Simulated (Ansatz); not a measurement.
# Ga3As3CO: the cost of one run

Method: DFT PBE+D3(BJ), scalar-relativistic, plane waves, PAW, in Ansatz 0.2.0.

4 further runs of the same task are left out: 4 set aside as unsound or not needed.

**1. The system as given**

The structure is cubic, space group F-43m (No. 216). Conventional cell: a = 5.676 Å, b = 5.676 Å, c = 5.676 Å, α = 90.00°, β = 90.00°, γ = 90.00°. Ga (site symmetry -43m) has 4 As at 2.46 Å as nearest neighbours. As (site symmetry -43m) is surrounded by 4 Ga at 2.46 Å.

Structure file:

```cif
data_structure
_symmetry_space_group_name_H-M 'F-43m'
_symmetry_Int_Tables_number 216
_cell_length_a 5.6762
_cell_length_b 5.6762
_cell_length_c 5.6762
_cell_angle_alpha 90.000
_cell_angle_beta 90.000
_cell_angle_gamma 90.000
_cell_volume 182.89
loop_
_atom_site_label
_atom_site_type_symbol
_atom_site_symmetry_multiplicity
_atom_site_Wyckoff_symbol
_atom_site_fract_x
_atom_site_fract_y
_atom_site_fract_z
_atom_site_occupancy
Ga1 Ga 4 a 0.00000 0.00000 0.00000 1
As1 As 4 c 0.25000 0.25000 0.25000 1
```

This cell was relaxed beforehand with the same method: volume 22.86 Å³/atom, gap on the mesh 0.43 eV.

**2. Plan of the scan**

Atoms count from 1 in the order of the input.

CO (O end down) is moved over the surface cell at a fixed height above a rigid substrate; the origin of the map has the adsorbate above As6; the height is held at 3.80 Å.

First coordinate, position of O7 along the first surface vector, from above As6: 4 values from 0.00 to 0.75, periodic. Second coordinate, position of O7 along the second surface vector, from above As6: 4 values from 0.00 to 0.75, periodic.

Nothing else is relaxed. Points are written as (first, second).

The two vectors of the plane (Å): (4.014, 0.000, 0.000); (0.000, 5.676, 0.000).

**3. Point (0/4, 0/4) of the map's two axes**

A dipole layer in the vacuum cancels the field that periodic copies would set up if the slab's two faces differ.

Input file input.yaml:

```yaml
crystal:
  lattice:
    - [4.0137031122, 0.0, 0.0]
    - [0.0, 5.6762333766, 0.0]
    - [0.0, 0.0, 23.3352699183]
  atoms:
    - { symbol: Ga, position: [0.5, 0.5, 0.1714143446] }
    - { symbol: As, position: [0.0, 0.25, 0.1714143446] }
    - { symbol: Ga, position: [0.0, 0.065383528, 0.268003505] }
    - { symbol: As, position: [0.5, 0.8102208721, 0.2504948971] }
    - { symbol: Ga, position: [0.5, 0.4894639658, 0.322854636] }
    - { symbol: As, position: [0.0, 0.2887573246, 0.3593388869] }
    - { symbol: O, position: [0.0, 0.2887573246, 0.5221825143] }
    - { symbol: C, position: [0.0, 0.2887573246, 0.5714641384] }
basis:
  ecutwfc: 420
kpoints:
  mp_grid: { grid: [7, 5, 1] }
hamiltonian:
  xc: pbe
  pseudopotentials: { kind: paw, azcp: { folder: soft_1 } }
  dispersion: d3bj
scf:
  occupations: { method: gaussian, width: 0.05 }
output:
  forces: true
  eigenvalues: true
efield:
  axis: 3
  dipole_correction: true
  ramp_width: 0.04
```

Command:

```
> ansatz run input.yaml --threads 2 --pin off --max-ram 6144MiB --backend cpu --events-out ev --progress --plain --runs-dir out
```

**Question.** How long does this run take on 2 threads of Arm Neoverse V2, shared host, and how much memory does it need?

About 28 s, with a peak of 0.83 GiB.
